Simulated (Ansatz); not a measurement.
Cu Kα1 powder pattern (kinematic, no thermal factors).
2θ (°) (relative intensity): 14.40 (60), 20.42 (27), 28.77 (51), 29.03 (100), 32.31 (17), 32.55 (17), 35.53 (13), 41.33 (76), 41.52 (37), 43.98 (14), 44.16 (3), 46.69 (6), 51.29 (40), 53.56 (4), 53.72 (4), 55.77 (7), 59.58 (6), 60.16 (12), 61.64 (3), 62.08 (5), 62.22 (3), 63.67 (2), 64.23 (1), 67.62 (17), 68.03 (17), 68.17 (17), 69.55 (4), 69.96 (4), 71.86 (2), 75.22 (13), 75.61 (25), 77.07 (1), 77.59 (2), 78.91 (2), 79.43 (1), 84.37 (2), 84.75 (3), 84.88 (1), 86.56 (2), 89.78 (8)

The pattern is computed from a structure relaxed with Ansatz 0.2.0, DFT PBE, scalar-relativistic, plane waves, PAW. No spin polarisation. Its elements are Te.

Q: Give the structure.

A: Te.
Space group P4/mbm (No. 127). a = 8.693 Å, b = 8.693 Å, c = 3.101 Å, α = 90.00°, β = 90.00°, γ = 90.00°
```
atom  site  symmetry       x       y       z
  Te    4g      m.2m  0.2471  0.2529  0.0000
  Te    2a     4/m.. 0.0000  0.0000  0.0000
```

A pattern alone doesn't exclude other cells with like lines; this is the one computed.

The cell was found from a structure generator's guess, not taken from experiment.
